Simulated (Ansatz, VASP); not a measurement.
# One calculation of MgS (Niningerite), two programs

```
S Mg
1.0
     0.00000    2.63589    2.63589
     2.63589    0.00000    2.63589
     2.63589    2.63589    0.00000
S Mg
1 1
Direct
  0.50000 0.50000 0.50000
  0.00000 0.00000 0.00000
```

Change from the starting cell: volume scaled by 1.04.

Alike in both runs: task single point; functional PBE; k mesh 9 × 9 × 9; occupations fermi-dirac, width 0.05 eV; no spin polarisation.

```csv
,VASP,Ansatz
version,VASP 6.6.1,Ansatz 0.2.0
potentials or method,"VASP PAW PBE potentials, release 64 (S, Mg)",Ansatz PAW
plane-wave cutoff (eV),520,420
valence electrons in the cell,8,16
```

```tsv
	VASP	Ansatz	Ansatz less VASP
gap on the k mesh at the Fermi level (eV)	2.82	2.83	+0.016
least direct gap on the mesh (eV)	3.41	3.42	+0.013
pressure (GPa)	-2.0	-1.7	+0.28
```

With one functional, cell and mesh, what is left measures potentials, basis and numerics. The two sets of potentials don't hold the same shells in valence.

Caveats: an odd mesh through Γ misses points on the zone boundary, where band edges often lie (VASP); odd divisions of the mesh miss points on the zone boundary, where band edges often lie, so the gap on the mesh can be too wide (Ansatz).
